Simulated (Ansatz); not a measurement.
Write the native input for Ansatz 0.2.0 that does the following.

```yaml
Task: band structure
Functional: r2SCAN
Potentials_or_basis: Ansatz PAW
Cutoff: "500 eV (not typed: the program's choice for these potentials)"
k_mesh: 7 × 7 × 7
Occupations: fermi-dirac, width 0.05 eV
Spin: spin-orbit coupling, no magnetisation
Path: "[[\"G\", \"X\", \"W\", \"K\", \"G\", \"L\", \"U\", \"W\", \"L\", \"K\"], [\"U\", \"X\"]]"
Points_for_each_segment_of_the_path: 14
```

ZrO2:

```xyz
3
Lattice="0.0000 2.5451 2.5451 2.5451 0.0000 2.5451 2.5451 2.5451 0.0000" Properties=species:S:1:pos:R:3 pbc="T T T"
Zr    0.0000    0.0000    0.0000
O     3.8176    3.8176    3.8176
O     1.2725    1.2725    1.2725
```

Measurements of this composition are mostly on another form, of space group No. 14.

The input as run:

input.yaml

```yaml
crystal:
  lattice:
    - [0.0, 2.5450727058, 2.5450727058]
    - [2.5450727058, 0.0, 2.5450727058]
    - [2.5450727058, 2.5450727058, 0.0]
  atoms:
    - { symbol: Zr, position: [0.0, 0.0, 0.0] }
    - { symbol: O, position: [0.75, 0.75, 0.75] }
    - { symbol: O, position: [0.25, 0.25, 0.25] }
hamiltonian:
  xc: r2scan
  pseudopotentials: { kind: paw_fr }
magnetization:
  noncollinear: true
  spin_orbit: true
kpoints:
  mp_grid: { grid: [7, 7, 7] }
  band_path:
    path:
      - [[0.0, 0.0, 0.0], [0.5, 0.0, 0.5], [0.5, 0.25, 0.75], [0.375, 0.375, 0.75], [0.0, 0.0, 0.0], [0.5, 0.5, 0.5], [0.625, 0.25, 0.625], [0.5, 0.25, 0.75], [0.5, 0.5, 0.5], [0.375, 0.375, 0.75]]
      - [[0.625, 0.25, 0.625], [0.5, 0.0, 0.5]]
    npoints: 14
scf:
  occupations: { method: fermi_dirac, width: 0.05 }
  n_extra_bands: 7
output:
  forces: true
  stress: true
  eigenvalues: true
  fatbands: true
```

Potentials or basis: Ansatz PAW.

The run is started by

```sh
$ ansatz run input.yaml --threads 2 --pin off --max-ram 5632MiB --backend cpu --events-out ev --progress --plain --runs-dir out
```

It gave:

* Pressure: -0.1 GPa
* Band gap on the k mesh: 3.98 eV, indirect (least direct gap 4.41 eV)
* Band gap along the path: 3.89 eV, indirect (least direct gap 4.29 eV)

Caveat: the k mesh misses the band edges, so the gap on the mesh is wider than the one along the path; the PAW data sets come from PBE, with cores solved anew for the run's functional, which leaves a small shift of forces and pressure.

Run time: 9.8 s on 2 threads of AMD EPYC 9R45 96-Core Processor (Zen 5), with other jobs on the host, peak memory 0.59 GiB.
